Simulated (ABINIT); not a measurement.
Crystal: Zr.

```
Zr
1.0
     3.23200    0.00000    0.00000
    -1.61600    2.79899    0.00000
     0.00000    0.00000    5.14700
Zr
2
Direct
  0.66667 0.33333 0.75000
  0.33333 0.66667 0.25000
```

```yaml
Program: ABINIT 10.8.3 (patched build)
Task: relaxation of cell and atoms
Functional: PBE
Dispersion: D3
Potentials_or_basis: JTH PAW PBE v2.0
Cutoff: 463 eV
k_mesh: 9 × 9 × 5
Occupations: fermi-dirac, width 0.05 eV
Spin: no spin polarisation
```

At the start: pressure -3.1 GPa; volume 23.28 Å³/atom.

How do energy, volume and symmetry change on relaxing?

Over 6 steps the energy falls by 8.0 meV/atom and the volume is 22.51 Å³/atom (-3.3 %); space group P6_3/mmc (No. 194, to 0.05 Å).

The path:
```tsv
step	energy change (eV)	largest force (eV/Å)	pressure (GPa)	volume (Å³)
1	0.0000	0.0000	-3.12	46.56
2	-0.0075	0.0000	-2.26	46.12
3	-0.0156	0.0000	0.08	44.99
4	-0.0157	0.0000	0.04	45.01
5	-0.0161	0.0000	-0.05	45.03
6	-0.0161	0.0000	-0.01	45.01
```

Final structure:
```
Zr
1.0
     3.18512    0.00000    0.00000
    -1.59256    2.75839    0.00000
     0.00000    0.00000    5.12352
Zr
2
Direct
  0.66667 0.33333 0.75000
  0.33333 0.66667 0.25000
```

Caveat: pairwise dispersion overbinds metals, which lowers pressure and volume.
